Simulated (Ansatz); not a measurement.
**Zone-centre phonons of InP3: input and output**

All numbers below come from Ansatz 0.2.0, DFT PBEsol, scalar-relativistic, plane waves, PAW.

Launched with:
```bash
ansatz run input.yaml --threads 4 --pin off --max-ram 12288MiB --backend cpu --events-out ev --progress --plain --runs-dir out
```

Input (bare energies are in eV):
```yaml
crystal:
  lattice:
    - [3.7164598306, 2.1456990837, 3.2769439472]
    - [-3.7164598306, 2.1456990837, 3.2769439472]
    - [0.0, -4.2913981673, 3.2769439472]
  atoms:
    - { symbol: In, position: [0.2735219564, 0.2735219564, 0.2735219564] }
    - { symbol: In, position: [0.7264780436, 0.7264780436, 0.7264780436] }
    - { symbol: P, position: [0.7947265563, 0.2414630318, 0.7947265563] }
    - { symbol: P, position: [0.7947265563, 0.7947265563, 0.2414630318] }
    - { symbol: P, position: [0.2414630318, 0.7947265563, 0.7947265563] }
    - { symbol: P, position: [0.2052734437, 0.7585369682, 0.2052734437] }
    - { symbol: P, position: [0.7585369682, 0.2052734437, 0.2052734437] }
    - { symbol: P, position: [0.2052734437, 0.2052734437, 0.7585369682] }
basis:
  ecutwfc: 420
kpoints:
  mp_grid: { grid: [6, 6, 6] }
hamiltonian:
  xc: pbesol
scf:
  occupations: { method: fermi_dirac, width: 0.15 }
output:
  eigenvalues: true
phonons:
  method: dfpt
  eigenvectors: true
```

The end of the output:
```
--- Phonons (Γ-DFPT): 4 representative perturbations + reference, on 112 of 216 k-points (Σ response iterations 12) ---
  k mesh reduced under 1 symmetry operation, with k and −k counted as one. Each operation leaves every solved perturbation unchanged. A smaller set is not used because it would not reduce the number of displacements ...
  ASR residual: 3.143e-5 → 0.000e0 eV/Å²; symmetrization residual: 5.106e-6 eV/Å²
  ASR residual per site (eV/Å²): 1.22e-5 1.22e-5 3.14e-5 3.14e-5 3.14e-5 3.14e-5 3.14e-5 3.14e-5
  Γ frequencies (cm⁻¹): 0.00 0.00 0.00 70.95 70.95 78.94 122.65 128.97 130.62 130.62 141.82 141.82 276.21 276.21 289.42 289.42 313.60 334.71 389.02 404.86 404.86 405.95 405.95 408.73
  non-analytic LO–TO correction: not included (Born effective charges unavailable; polar crystals: no LO–TO splitting at Γ)
```

It took 110 s on 4 threads of Arm Neoverse V1, on a shared host, peak memory 2.5 GiB.

In a metal, frequencies and elastic constants depend on the k mesh and the smearing, soft modes and shear constants most. A semilocal functional can close a gap that the real compound has.